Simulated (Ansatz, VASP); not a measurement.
**One calculation of C, two programs**

```
CELL_PARAMETERS angstrom
2.52210 0.00000 0.00000
-1.26105 2.18420 0.00000
0.00000 0.00000 8.23710
ATOMIC_POSITIONS crystal
C 0.66667 0.33333 0.84375
C 0.33333 0.66667 0.34375
C 0.66667 0.33333 0.65625
C 0.33333 0.66667 0.15625
C 0.00000 0.00000 0.90625
C 0.00000 0.00000 0.40625
C 0.00000 0.00000 0.59375
C 0.00000 0.00000 0.09375
```

This is a hexagonal form of diamond, not graphite.

Alike in both runs: task relaxation of cell and atoms; functional PBE; k mesh 12 × 12 × 4; occupations fermi-dirac, width 0.05 eV; no spin polarisation.

```csv
,VASP,Ansatz
version,VASP 6.6.1,Ansatz 0.2.0
potentials or method,"VASP PAW PBE potentials, release 64 (C_s)",Ansatz PAW
plane-wave cutoff (eV),480,420
valence electrons in the cell,32,32
```

|  | VASP | Ansatz | Ansatz less VASP |
| --- | --- | --- | --- |
| gap on the k mesh at the Fermi level, each at its own relaxed structure (eV) | 4.54 | 4.54 | +0.001 |
| relaxed volume (Å³/atom) | 5.72 | 5.70 | -0.016 |
| relaxed cell length with the largest relative difference (Å) | 2.521 | 2.518 | -0.0026 |
| energy change over the relaxation (meV/atom) | -3 | -3 | +0.3 |

Caveats: the plane-wave basis is chosen anew once the cell has moved, so the energies of steps on either side of that aren't comparable (Ansatz); the pressure holds a Pulay correction of +1.0 GPa for the finite cutoff (Ansatz). A k mesh can miss the band edges. Zero-point motion and thermal expansion aren't in these numbers. PBE usually gives volumes a little too large and moduli too small.
